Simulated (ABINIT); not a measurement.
The system is Al.

```
CELL_PARAMETERS angstrom
2.81246 0.00000 0.00000
-1.40623 2.43566 0.00000
0.00000 0.00000 4.86685
ATOMIC_POSITIONS crystal
Al 0.33333 0.66667 0.25000
Al 0.66667 0.33333 0.75000
```

This isn't the form of Al at room conditions, which is fcc.

Base run:

* Program: ABINIT 10.8.3 (patched build)
* Functional: PBEsol
* Potentials or basis: PseudoDojo NC SR PBEsol v0.4.1 standard
* Cutoff: 435 eV
* k mesh: 8 × 8 × 4
* Occupations: fermi-dirac, width 0.05 eV
* Spin: no spin polarisation

Its results: pressure -2.2 GPa.

The run is repeated on the same cell with these changes: k mesh from 8 × 8 × 4 to 18 × 18 × 10, shifted; occupations from fermi-dirac, width 0.05 eV to gaussian, width 0.1 eV. What comes out?

Pressure -1.6 GPa.

Caveats: the cutoff is short for stress, so the pressure is rough.
